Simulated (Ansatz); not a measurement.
The system is MnS.

```
Mn S
1.0
     0.00000    2.47346    2.47346
     2.47346    0.00000    2.47346
     2.47346    2.47346    0.00000
Mn S
1 1
Direct
  0.00000 0.00000 0.00000
  0.75000 0.75000 0.75000
```

The cell is a database's computed one.

```yaml
Program: Ansatz 0.2.0
Task: relaxation of cell and atoms
Functional: r2SCAN
Dispersion: D3(BJ)-ATM
Potentials_or_basis: Ansatz PAW
Cutoff: "500 eV (not typed: the program's choice for these potentials)"
k_mesh: 9 × 9 × 9
Occupations: fermi-dirac, width 0.05 eV
Spin: collinear spin, ferromagnetic start
Starting_moments: "[4.0, 0.0] μB"
```

At the start: volume 15.13 Å³/atom.

Problem. Where does the relaxation end?

Solution. It ends after 7 steps and the volume is 22.23 Å³/atom (+46.9 %); space group F-43m (No. 216, to 0.05 Å); moment 5.00 μB per cell.

The path:
```tsv
step	energy change (eV)	largest force (eV/Å)	volume (Å³)
1	0.0000	0.0000	30.27
2	-0.7129	0.0000	34.72
3	-1.1720	0.0000	39.81
4	-1.2886	0.0000	45.45
5	-1.2934	0.0000	44.58
6	-1.2935	0.0000	44.46
7	-1.3015	0.0000	44.46
```

Final structure:
```
CELL_PARAMETERS angstrom
0.00000 2.81167 2.81167
2.81167 0.00000 2.81167
2.81167 2.81167 0.00000
ATOMIC_POSITIONS crystal
Mn 0.00000 0.00000 0.00000
S 0.75000 0.75000 0.75000
```

Caveat: the magnetic or orbital state may not be the lowest; the volume moved by over 15 % at a fixed basis, so the end points are rough; the plane-wave basis is chosen anew once the cell has moved, so the energies of steps on either side of that aren't comparable; a cell with one magnetic atom can't hold antiferromagnetic order, which such compounds often take; the PAW data sets come from PBE, with cores solved anew for the run's functional, which leaves a small shift of forces and pressure.
